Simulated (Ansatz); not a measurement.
**V2NOS MXene monolayer in a perpendicular field**

Aim: how the V2NOS MXene monolayer screens a field along its normal, and what the field does to its bands. A positive field points along +c.

Calculated with Ansatz 0.2.0; plane-wave DFT, PBE-D3(BJ), Ansatz PAW.

## (1) The structure

The cell holds 5 atoms: 1 S, 2 V, 1 N and 1 O. Cell: a = 2.941 Å, b = 2.941 Å, c = 41.380 Å, α = 90.0°, β = 90.0°, γ = 120.0°. Vacuum lies along c.

## (2) Relaxation

The starting cell is a guess, so the in-plane lattice and the atoms are relaxed first, with the slab cut off from its images along the normal.

input.yaml

```yaml
crystal:
  lattice:
    - [2.940652, 0.0, 0.0]
    - [-1.470326, 2.5466793357, 0.0]
    - [0.0, 0.0, 41.3804840646]
  atoms:
    - { symbol: S, position: [0.3333333333, 0.6666666667, 0.4374042597] }
    - { symbol: V, position: [0.6666666667, 0.3333333333, 0.4793157003], spin: 2.0 }
    - { symbol: "N", position: [0.0, 0.0, 0.5073555592] }
    - { symbol: V, position: [0.3333333333, 0.6666666667, 0.535395418], spin: 2.0 }
    - { symbol: O, position: [0.6666666667, 0.3333333333, 0.5625957403] }
  periodic: [true, true, false]
magnetization:
  spin_polarized: true
kpoints:
  mp_grid: { grid: [12, 12, 1] }
hamiltonian:
  xc: pbe
  dispersion: d3bj
scf:
  occupations: { method: fermi_dirac, width: 0.05 }
  convergence: { dr2_threshold: 1.0e-09 }
relax:
  f_tol: 0.004
  max_steps: 90
  cell: {}
output:
  write_potential: true
  write_density: true
  volumetric_format: npy
```

On the command line:

```sh
$ ansatz run input.yaml --threads 2 --pin off --max-ram 3072MiB --backend cpu --events-out ev --progress --plain --runs-dir out
```

Output:

```text
Warning: relax.cell: scf.convergence.dr2_threshold = 1e-9 eV is looser than the 2.16969537698e-10 eV advised for a relaxation that steers and ends on the stress (1e-10 eV for each atom of the cell: 5, times the square of relax.cell.stress_2d_tol = 0.05 N/m over 15.2 Å (the atoms' height at the walk's start and 5 Å past either face), 3.294e-2 GPa, over a crystal's default 0.05). What an SCF threshold leaves in a stress goes as its square root, and in the free energy as the threshold itself, and one threshold admits the most on a small cell: [figures from the program's tests cut] Set scf.convergence.dr2_threshold to 2.16969537698e-10 eV or tighter. [rest of the remark cut]
Engine: ansatz 0.2.0, x86_64-unknown-linux-gnu
Pseudopotentials: kind: paw
Pseudopotential: S, paw, valence charge 6, recommended cutoff 420 eV (normal), S.paw.azcp
Pseudopotential: V, paw, valence charge 13, recommended cutoff 420 eV (normal), V.paw.azcp
Pseudopotential: N, paw, valence charge 5, recommended cutoff 420 eV (normal), N.paw.azcp
Pseudopotential: O, paw, valence charge 6, recommended cutoff 420 eV (normal), O.paw.azcp
Functional definition: PBE
  parameter kappa = 0.804
  parameter beta = 0.066725
  exchange = pbe_x(kappa = kappa, mu = beta*pi^2/3)
  correlation = pbe_c(beta = beta)
Crystal: 5 atoms, lattice volume = 309.894 Å³
Basis set: ecut = 420 eV, 5995 PW (Γ), exchange–correlation on 40×40×576 points (8 copies of the dense FFT grid, shifted against one another)
Bands: 29, of which v1, the nominal top of the filled ones, is band 22 counted from 1 (21 counted from 0)
Symmetry: 6 space group operations
Space group: P3m1 (ITA 156), of the structure as read, at distance tolerance 6.8e-5 Å
Magnetic group: BNS 156.49 (UNI 1279), of the structure as read, at distance tolerance 6.8e-5 Å
k-points: 19 of 144 (time reversal used)
Non-local potential: S, projectors of the file, l = 0: 2, l = 1: 2, l = 2: 2
Non-local potential: V, projectors of the file, l = 0: 3, l = 1: 2, l = 2: 3, l = 3: 1
Non-local potential: N, projectors of the file, l = 0: 2, l = 1: 2, l = 2: 1
Non-local potential: O, projectors of the file, l = 0: 2, l = 1: 2, l = 2: 1
PAW form: soft (Blöchl's): semilocal exchange-correlation on the pseudo side does not see the compensation charge
PAW one-centre angular grid: S, 110 points (default); XC on 64 Gauss nodes
PAW one-centre angular grid: V, 590 points (default); XC on 64 Gauss nodes
PAW one-centre angular grid: N, 110 points (default); XC on 64 Gauss nodes
PAW one-centre angular grid: O, 110 points (default); XC on 64 Gauss nodes
Initial density: superposition of atomic densities (neutral atoms: chi_scale 0, normalization atom)
Starting moments: Σ|m| = 4 μB on 2 of 5 sites
Initial wavefunctions: pseudopotential atomic-orbital guess
Functional: x = pbe(κ = 0.804, μ = 0.219515), c = pbe(β = 0.066725)
SCF iter   1: F=—  HF=-7687.612862 eV  |F-HF|=—  |Δ(HF+E_count)|=         —  Δρ=4.60e-2 (↑4.60e-2 ↓3.12e-2)  dr2=2.43e1  dr2_m=9.32e-1  M=2.199 μB ∫|m|=2.634 μB  β_m=0.30  ethr=3.10e-3  ⟨swp⟩=17.3  Hψ=9049  notcnv=0
Mixer restart at iter 1: flushing history
preconditioner: auto → LDOS  [metal: Δε(μ)=0.016 eV  Ē_g=10.029 eV  σ=0.050 eV  W_gap=0.08  n_scr=24 (ndim 8)  ℏωp=11.0 eV  f_vac=0.787  D(μ)=3.84/eV (n_scr^D=18)]
spin=Collinear: LDOS preconditioning applied to the charge; magnetization (m = ρ↑ − ρ↓) channel mixes plain (no charge-response kernel on spin).
SCF iter   2: F=—  HF=-7684.781082 eV  |F-HF|=—  |Δ(HF+E_count)|=    2.83e0  Δρ=3.11e-2 (↑3.11e-2 ↓1.96e-2)  dr2=9.95e0  dr2_m=5.42e-1  M=1.989 μB ∫|m|=2.514 μB  β_m=0.55  ethr=3.10e-3  ⟨swp⟩=3.0  Hψ=2390  notcnv=0  defer=33
SCF iter   3: F=—  HF=-7683.200936 eV  |F-HF|=—  |Δ(HF+E_count)|=    1.58e0  Δρ=7.25e-3 (↑6.33e-3 ↓7.25e-3)  dr2=2.02e-1  dr2_m=9.81e-2  M=1.425 μB ∫|m|=2.066 μB  β_m=0.61  ethr=3.10e-3  ⟨swp⟩=3.8  Hψ=3121  notcnv=0  defer=35
SCF iter   4: F=—  HF=-7683.711410 eV  |F-HF|=—  |Δ(HF+E_count)|=         —  Δρ=1.78e-2 (↑1.78e-2 ↓1.59e-2)  dr2=3.21e-2  dr2_m=8.02e-1  M=0.416 μB ∫|m|=0.674 μB  β_m=1.00  ethr=4.71e-4  ⟨swp⟩=3.7  Hψ=2694  notcnv=0  defer=32  κ⁻¹=4.3e-3(r=2)
SCF iter   5: F=—  HF=-7683.507860 eV  |F-HF|=—  |Δ(HF+E_count)|=   2.04e-1  Δρ=2.45e-3 (↑2.45e-3 ↓2.20e-3)  dr2=6.43e-3  dr2_m=1.47e-2  M=0.303 μB ∫|m|=0.465 μB  β_m=0.61  ethr=1.16e-4  ⟨swp⟩=4.2  Hψ=3096  notcnv=0  defer=32
SCF iter   6: F=—  HF=-7683.508692 eV  |F-HF|=—  |Δ(HF+E_count)|=   8.32e-4  Δρ=1.56e-3 (↑1.56e-3 ↓1.42e-3)  dr2=9.01e-4  dr2_m=6.27e-3  M=0.265 μB ∫|m|=0.439 μB  β_m=0.81  ethr=1.50e-5  ⟨swp⟩=4.0  Hψ=2553  notcnv=0  defer=6
SCF iter   7: F=—  HF=-7683.510008 eV  |F-HF|=—  |Δ(HF+E_count)|=   1.32e-3  Δρ=4.89e-4 (↑3.70e-4 ↓4.89e-4)  dr2=1.35e-3  dr2_m=2.15e-4  M=0.214 μB ∫|m|=0.413 μB  β_m=0.73  ethr=2.09e-6  ⟨swp⟩=3.8  Hψ=2837  notcnv=0  defer=6
SCF iter   8: F=—  HF=-7683.509596 eV  |F-HF|=—  |Δ(HF+E_count)|=   4.13e-4  Δρ=2.67e-4 (↑2.67e-4 ↓2.45e-4)  dr2=4.07e-5  dr2_m=1.81e-4  M=0.200 μB ∫|m|=0.397 μB  β_m=0.87  ethr=2.09e-6  ⟨swp⟩=3.1  Hψ=2378  notcnv=0  defer=4
SCF iter   9: F=—  HF=-7683.509625 eV  |F-HF|=—  |Δ(HF+E_count)|=   2.87e-5  Δρ=2.02e-4 (↑1.73e-4 ↓2.02e-4)  dr2=3.56e-5  dr2_m=9.39e-5  M=0.193 μB ∫|m|=0.378 μB  β_m=0.93  ethr=9.48e-8  ⟨swp⟩=3.4  Hψ=2601  notcnv=0  defer=4
SCF iter  10: F=—  HF=-7683.509663 eV  |F-HF|=—  |Δ(HF+E_count)|=   3.80e-5  Δρ=9.85e-5 (↑9.85e-5 ↓8.16e-5)  dr2=3.57e-5  dr2_m=1.86e-5  M=0.178 μB ∫|m|=0.342 μB  β_m=0.97  ethr=8.28e-8  ⟨swp⟩=3.3  Hψ=2447  notcnv=0  defer=4
SCF iter  11: F=—  HF=-7683.509673 eV  |F-HF|=—  |Δ(HF+E_count)|=   1.04e-5  Δρ=5.81e-5 (↑5.81e-5 ↓3.94e-5)  dr2=1.53e-5  dr2_m=3.77e-6  M=0.167 μB ∫|m|=0.315 μB  β_m=0.83  ethr=8.28e-8  ⟨swp⟩=3.1  Hψ=2437  notcnv=0  defer=4
SCF iter  12: F=—  HF=-7683.509672 eV  |F-HF|=—  |Δ(HF+E_count)|=   1.08e-6  Δρ=1.73e-5 (↑1.32e-5 ↓1.73e-5)  dr2=6.28e-7  dr2_m=5.83e-7  M=0.162 μB ∫|m|=0.306 μB  β_m=0.89  ethr=3.57e-8  ⟨swp⟩=3.0  Hψ=2354  notcnv=0  defer=4
SCF iter  13: F=—  HF=-7683.509672 eV  |F-HF|=—  |Δ(HF+E_count)|=   5.23e-7  Δρ=8.47e-6 (↑8.47e-6 ↓7.20e-6)  dr2=4.40e-8  dr2_m=1.64e-7  M=0.160 μB ∫|m|=0.301 μB  β_m=0.94  ethr=1.46e-9  ⟨swp⟩=3.5  Hψ=2753  notcnv=0  defer=4
SCF iter  14: F=—  HF=-7683.509673 eV  |F-HF|=—  |Δ(HF+E_count)|=   2.87e-7  Δρ=1.66e-6 (↑1.44e-6 ↓1.66e-6)  dr2=9.49e-9  dr2_m=4.91e-9  M=0.159 μB ∫|m|=0.298 μB  β_m=0.97  ethr=1.02e-10  ⟨swp⟩=4.3  Hψ=2990  notcnv=0  defer=4
[...]
relax step   4: F+E_penalty+E_count = -7683.85205383 eV  Δ(F+E_penalty+E_count) = -1.781e-3 eV  max|allowed force component| = 6.092e-2 eV/Å  Δτ_max = 0.0082 Å  P = +0.090 N/m  Ω = 311.930 Å³  energy of the carried Pulay correction = -9.855e-4 eV  fix = [c, alpha, beta]  reactions: c +0.000 N/m  (12 SCF iters, accepted)
[...]
relax step   5: F+E_penalty+E_count = -7683.85210369 eV  Δ(F+E_penalty+E_count) = -4.986e-5 eV  max|allowed force component| = 2.713e-2 eV/Å  Δτ_max = 0.0017 Å  P = +0.029 N/m  Ω = 312.102 Å³  energy of the carried Pulay correction = -1.069e-3 eV  fix = [c, alpha, beta]  reactions: c +0.000 N/m  (10 SCF iters, accepted)
[...]
relax step   6: F+E_penalty+E_count = -7683.85211773 eV  Δ(F+E_penalty+E_count) = -1.405e-5 eV  max|allowed force component| = 1.145e-2 eV/Å  Δτ_max = 0.0016 Å  P = -0.011 N/m  Ω = 312.126 Å³  energy of the carried Pulay correction = -1.080e-3 eV  fix = [c, alpha, beta]  reactions: c -0.000 N/m  (7 SCF iters, accepted)
[...]
relax step   7: F+E_penalty+E_count = -7683.85212062 eV  Δ(F+E_penalty+E_count) = -2.885e-6 eV  max|allowed force component| = 1.737e-4 eV/Å  Δτ_max = 0.0005 Å  P = -0.001 N/m  Ω = 312.130 Å³  energy of the carried Pulay correction = -1.082e-3 eV  fix = [c, alpha, beta]  reactions: c -0.000 N/m  (6 SCF iters, accepted)
Initial wavefunctions: pseudopotential atomic-orbital guess (no wavefunctions were taken with the density)
iter 1 solved again at ethr=1.11e-7 eV; its pass at ethr=3.10e-3 eV (dr2=4.78e-5 eV) is discarded
SCF iter   1: F=—  HF=-7683.852721 eV  |F-HF|=—  |Δ(HF+E_count)|=         —  Δρ=1.49e-5 (↑1.49e-5 ↓1.49e-5)  dr2=5.74e-7  dr2_m=1.17e-11  M=-0.000 μB ∫|m|=0.000 μB  β_m=0.65  ethr=1.11e-7  ⟨swp⟩=6.8  Hψ=15098  notcnv=0
spin=Collinear: LDOS preconditioning applied to the charge; magnetization (m = ρ↑ − ρ↓) channel mixes plain (no charge-response kernel on spin).
SCF iter   2: F=—  HF=-7683.853130 eV  |F-HF|=—  |Δ(HF+E_count)|=   4.10e-4  Δρ=5.46e-6 (↑5.46e-6 ↓5.44e-6)  dr2=9.87e-8  dr2_m=6.65e-12  M=-0.000 μB ∫|m|=0.000 μB  β_m=0.55  ethr=1.33e-9  ⟨swp⟩=3.2  Hψ=2555  notcnv=0
SCF iter   3: F=—  HF=-7683.853201 eV  |F-HF|=—  |Δ(HF+E_count)|=   7.07e-5  Δρ=1.79e-6 (↑1.79e-6 ↓1.76e-6)  dr2=9.88e-9  dr2_m=1.00e-11  M=-0.000 μB ∫|m|=0.000 μB  β_m=0.65  ethr=2.30e-10  ⟨swp⟩=3.8  Hψ=2113  notcnv=0
SCF iter   4: F=—  HF=-7683.853220 eV  |F-HF|=—  |Δ(HF+E_count)|=   1.88e-5  Δρ=1.94e-7 (↑1.94e-7 ↓1.73e-7)  dr2=1.80e-10  dr2_m=8.19e-12  M=-0.000 μB ∫|m|=0.000 μB  β_m=0.69  ethr=2.30e-11  ⟨swp⟩=3.9  Hψ=2554  notcnv=0
SCF iter   5: F=-7683.853220 eV  HF=-7683.853220 eV  |F-HF|=2.64e-8  |Δ(HF+E_count)|=   6.26e-8  Δρ=7.61e-8 (↑6.29e-8 ↓7.61e-8)  dr2=1.19e-10  dr2_m=1.57e-12  M=-0.000 μB ∫|m|=0.000 μB  ethr=1.00e-12  ⟨swp⟩=12.4  Hψ=8992  notcnv=0
the starting moments were not kept: the SCF closed with an absolute magnetisation of 4.0e-5 μB, where they sum to 4 μB in size (2 sites). That is at most 0.1 of that sum. Measured as dr2_m measures the in/out step, that magnetisation stands 8.3e-10 eV from none, at or under the dr2_threshold of 1.0e-9 eV: it is no larger than a step whose dr2_m would equal this threshold.
SCF 8 converged in 5 iterations: F = -7683.853220 eV  dr2 = 1.19e-10
relax step   8: F+E_penalty+E_count = -7683.85321993 eV  Δ(F+E_penalty+E_count) = -1.099e-3 eV  max|allowed force component| = 1.956e-4 eV/Å  Δτ_max = 0.0000 Å  P = +0.030 N/m  Ω = 312.130 Å³  fix = [c, alpha, beta]  reactions: c +0.000 N/m  stress off target by 2.99e-2 N/m on what of the cell is left free  SCF on the basis re-selected at this cell (its energy is not comparable with the rows above)  (5 SCF iters)
basis re-selected at this cell: Δ(F+E_penalty+E_count) = -1.099e-3 eV, ΔP = +0.031 N/m vs the last step (what re-selecting the basis moved, of the pressure what is left beyond the Pulay correction that the steps carried, after the strain that the cell walked since its last selection, with what the two solves' SCF thresholds leave and, on support functions, any second-order correction that the steps lacked; it is no m [...]
WARN: The output density's exchange-correlation potential varies sharply where the density is thin. Do not read a vacuum level from v_tot or v_xc, or from such a field of the output density. On a cell that repeats whose density bears no net charge and no dipole along the vacuum's axis use v_es (v_loc + v_h of the components); under efield.dipole_correction with no amplitude use v_es + v_field, which holds any externa [...]
SCF converged after 5 iterations
Magnetization: -0.0000 μB (21.5000 up, 21.5000 down)
Absolute magnetization: 0.0000 μB (∫|ρ↑−ρ↓|, with the PAW one-centre terms)
Spin contamination: 0.0000 ħ² per cell (⟨S²⟩ above its minimum at these occupations)
Per-site moments (μB) at R_I (Å): [(-1.101001e-6, 0.965816), (5.666336e-6, 0.833601), (5.484852e-7, 0.833601), (-2.318326e-5, 0.810250), (1.036642e-7, 0.810250)]
Free energy (F): -7683.853220 eV
Harris-Foulkes:  -7683.853220 eV  (|F-HF|=2.64e-8)
Internal energy: -7683.829889 eV  (E = F + TS)
E sigma→0 (E₀):  -7683.841554 eV
Entropy (-TS):   -0.023331 eV (-4.666 meV/atom)
Fermi energy:    -5.772204 eV
--- Per-component energies (eV) ---
  E_band       = -1164.615117
  E_kinetic    = 1089.655234
  E_local      = -191203.814638  (includes V_loc(G=0)·N_el)
  E_nonlocal   = 26.451745
  E_hartree    = 94982.963164
  E_xc         = -494.147418
  E_vxc        = -591.902733  (∫ρ·V_xc dr)
  E_paw        = -3108.412648  (= ΣΔE_a)
  E_vpaw       = -450.935981  (= ΣTr[D̂ρ^β])
  E_aug_tail   = 0.003128  (compensation charges beyond the density's cutoff)
  E_ewald      = 91024.992494
  E_disp       = -1.520949  (pairwise vdW)
  E_smearing   = -0.023331  (= −TS)
  E_closure    = 0.000000  (closes the sum)
  Σ components = -7683.853220   (vs F -7683.853220, Δ=0.00e0)
--- Forces (eV/Å), atoms counted from 1 ---
  atom   1  S      0.00000000     0.00000000     0.00005489
  atom   2  V      0.00000000    -0.00000000     0.00019504
  atom   3  N      0.00000000     0.00000000    -0.00003091
  atom   4  V      0.00000000    -0.00000000    -0.00011858
  atom   5  O      0.00000000    -0.00000000    -0.00010314
  max |Σ_I F_I| component: 2.69e-6 eV/Å
--- 2D stress c σ (N/m, compression-positive) ---
        0.029871       0.000000      -0.000000
        0.000000       0.029871       0.000000
       -0.000000       0.000000       0.000000
  P = ½ c Tr σ = 0.0299 N/m
--- Band table (eV; the first three rows and the last of 38) ---
  k-point 0 ↑: bands = [... 18 lower, -6.8615, -6.8615, -6.1313, -6.0423, -6.0423, -5.4398, -5.4398, -4.6137, ... 3 higher]
  k-point 1 ↑: bands = [... 18 lower, -7.2531, -7.0558, -6.4961, -5.8427, -5.7024, -5.3635, -5.3295, -4.5080, ... 3 higher]
  k-point 2 ↑: bands = [... 18 lower, -7.8520, -7.2542, -6.8911, -5.8085, -5.4516, -5.2397, -4.9436, -4.3316, ... 3 higher]
  k-point 18 ↓: bands = [... 18 lower, -9.6086, -9.2320, -5.9531, -5.8188, -5.3404, -4.8871, -4.5291, -4.4341, ... 3 higher]
  the weakly bound empty levels are not read free of the cell's end (no_gap_told)
--- Relaxed structure (7 steps of the walk, 7 accepted, 1 SCFs on fresh bases) ---
  F+E_penalty+E_count = -7683.85321993 eV   max|allowed force component| = 1.956e-4 eV/Å   (the final SCF, on the basis selected at the relaxed cell)
  cell:  # Å, volume = 312.1303 Å³
    - [2.951242, 3.919146e-19, 0]
    - [-1.475621, 2.555851, 0]
    - [0, 0, 41.3804840646]
  atoms:
    - { symbol: S, position: [0.333333, 0.666667, 0.441988] }
    - { symbol: V, position: [0.666667, 0.333333, 0.480795] }
    - { symbol: N, position: [-4.743008e-19, 0, 0.507052] }
    - { symbol: V, position: [0.333333, 0.666667, 0.534308] }
    - { symbol: O, position: [0.666667, 0.333333, 0.557924] }
```

It took 1.8 min on 2 threads of Intel Xeon Platinum 8559C (Emerald Rapids), shared host; peak memory 0.73 GiB; 3.5 min of CPU time.

Reading the cycles: dr2 is the Hartree energy of the density residual (eV), the measure of convergence; HF is the Harris–Foulkes estimate of the energy, which meets the free energy F at convergence.

The steps of the relaxation:

```
step  energy less that of the first step (eV)  largest force component (eV/Å)  volume (Å³)
   1                                   0.0000                          2.1995       309.89
   2                                  -0.3196                          0.5269       317.52
   3                                  -0.3406                          0.1904       313.08
   4                                  -0.3424                          0.0609       311.93
   5                                  -0.3424                          0.0271       312.10
   6                                  -0.3424                          0.0115       312.13
   7                                  -0.3424                          0.0002       312.13
  8*                                  -0.3435                          0.0002       312.13
```

Relaxation steps marked * repeat the geometry before them on a plane-wave basis chosen anew for their cell, so energy and pressure can jump there.

The run keeps the 6 symmetry operations that the program found, so distortions that break them were not tested.

| cell as run | before | after | change |
| --- | --- | --- | --- |
| a (Å) | 2.941 | 2.951 | +0.4 % |
| b (Å) | 2.941 | 2.951 | +0.4 % |

The atoms that moved most (Å, along periodic axes as changes of fractional coordinates times the final cell, across vacuum about the mean position):

| atom | dx | dy | dz | length |
| --- | --- | --- | --- | --- |
| O5 | 0.000 | 0.000 | -0.193 | 0.193 |
| S1 | 0.000 | 0.000 | 0.190 | 0.190 |
| V2 | 0.000 | 0.000 | 0.061 | 0.061 |
| V4 | 0.000 | 0.000 | -0.045 | 0.045 |
| N3 | 0.000 | 0.000 | -0.013 | 0.013 |

The relaxed structure:

```xyz
5
Lattice="2.9512 0.0000 0.0000 -1.4756 2.5559 0.0000 0.0000 0.0000 41.3805" Properties=species:S:1:pos:R:3
S     0.0000    1.7039   18.2897
V     1.4756    0.8520   19.8955
N     0.0000    0.0000   20.9821
V     0.0000    1.7039   22.1099
O     1.4756    0.8520   23.0872
```

Read from the output:

- energy at zero smearing: -7683.8416 eV

The lattice constant a goes from 2.941 to 2.951 Å.

(Part 1 of 2 ends here.)

[Long decimals in the printed logs are rounded to 6 places.]

[Logs are printed without paths, hosts, clocks, repeated set-up lines and the standing remarks that a program may print on its own settings, such as how far it seeks lower states.]

[Hosts, paths, dates, database ids (printed as entryN), source tags and the programs' standing remarks are cut or masked in the printed files.]

[Maps of the electrostatic potential energy from Ansatz leave out the sawtooth potential of an applied field or a dipole correction, so their vacuum need not be flat; planar profiles and work functions include it.]
